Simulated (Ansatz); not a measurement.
**MgS (Niningerite) in Ansatz: convergence with n extra bands**

Input of the first run (n extra bands 1); the others differ in this setting and in those tied to it:

Contents of input.yaml:

```yaml
crystal:
  lattice:
    - [0.0, 2.60165, 2.60165]
    - [2.60165, 0.0, 2.60165]
    - [2.60165, 2.60165, 0.0]
  atoms:
    - { symbol: S, position: [0.5, 0.5, 0.5] }
    - { symbol: Mg, position: [0.0, 0.0, 0.0] }
hamiltonian:
  xc: pbe
  pseudopotentials: { kind: paw, source: jth }
kpoints:
  mp_grid: { grid: [7, 7, 7] }
scf:
  occupations: { method: methfessel_paxton, width: 0.1 }
  n_extra_bands: 1
output:
  forces: true
  stress: true
  eigenvalues: true
```

Potentials or basis: JTH PAW.

Command:

```console
$ ansatz run input.yaml --threads 2 --pin off --max-ram 5632MiB --backend cpu --events-out ev --progress --plain --runs-dir out
```

Hardware: 2 threads of AMD EPYC 9R14 (Zen 4), on a shared host.

```
n extra bands  energy less the tightest run, at zero smearing (meV/atom)  SCF cycles  CPU time (s)  peak memory (GiB)
            1                                                       0.00           7          0.86               0.35
            2                                                       0.00           7          0.94               0.37
            4                                                       0.00           7          0.81               0.37
            8                                                       0.00           6          0.99               0.36
           16                                                       0.00           7           1.2               0.37
           32                                                       0.00           7           1.6               0.39
```

Against the tightest run, the energy stays within 1 meV/atom from 1 on. The tightest run that finished is the yardstick and may itself not be fully converged.

Caveat, for the tightest run too: odd divisions of the mesh miss points on the zone boundary, where band edges often lie, so the gap on the mesh can be too wide.
